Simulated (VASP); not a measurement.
Write the native input for VASP 6.6.1 that does the following.

```yaml
Task: relaxation of cell and atoms
Functional: PBE
Potentials_or_basis: VASP PAW PBE potentials, release 64 (Sn_d, Ge_d)
Cutoff: 520 eV
k_mesh: 4 × 4 × 4
Occupations: gaussian, width 0.15 eV
Spin: no spin polarisation
Further_INCAR_settings: PREC = Normal; ALGO = Fast; EDIFF = 0.0001; IBRION = 2; EDIFFG = -0.08; NSW = 24; ISIF = 3
```

The structure of Sn2Ge lies in POSCAR:

```
Sn2Ge
1.0
   -2.8500000000      2.8500000000      4.6000000000
    2.8500000000     -2.8500000000      4.6000000000
    2.8500000000      2.8500000000     -4.6000000000
Sn Ge
4 2
Direct
    0.4167000000      0.9167000000      0.5000000000
    0.0833000000      0.5833000000      0.5000000000
    0.6667000000      0.6667000000      0.0000000000
    0.3333000000      0.3333000000      0.0000000000
    0.0000000000      0.0000000000      0.0000000000
    0.7500000000      0.2500000000      0.5000000000
```

The cell was built by a generator and needn't be a form met in nature.

The input as run:

INCAR

```
SYSTEM = Sn2Ge
PREC = Normal ; ENCUT = 520
EDIFF = 1E-4 ; ISMEAR = 0
SIGMA = 0.15 ; LREAL = .False.
LASPH = .True. ; NELM = 60
ALGO = Fast ; ISIF = 3
LWAVE = .False. ; LCHARG = .False.
GGA = PE ; IBRION = 2
NSW = 24 ; EDIFFG = -0.08
```

KPOINTS

```
Automatic mesh
0
Gamma
  4 4 4
  0 0 0
```

Potentials or basis: VASP PAW PBE potentials, release 64 (Sn_d, Ge_d).

Command:

```bash
$ cat potpaw_PBE.64/Sn_d/POTCAR potpaw_PBE.64/Ge_d/POTCAR > POTCAR
$ mpirun -np 1 vasp_std > vasp.out
```

Results of the run:

```
Relaxed volume                         : 25.22 Å³/atom
Relaxed cell                           : a = 6.189 Å, b = 6.189 Å, c = 6.189 Å, α = 125.55°, β = 125.55°, γ = 80.63°
Space group after relaxing (to 0.05 Å) : I4_1/amd (No. 141)
Energy gained by relaxing              : 42.7 meV/atom
Ionic steps                            : 15
Pressure after relaxing                : 0.1 GPa
Largest force after relaxing           : 0.052 eV/Å
Band gap on the k mesh                 : none (metal or under the smearing width)
```

Caveat: the k mesh is coarse (spacing up to 0.39 Å⁻¹), so the values aren't converged; the relaxation stopped at a loose force limit of 0.08 eV/Å, so its end isn't a converged minimum.

Run time: 15 min on 1 thread of AMD EPYC 7R43 64-Core Processor (Zen 3) (shared host), peak memory 0.22 GiB.
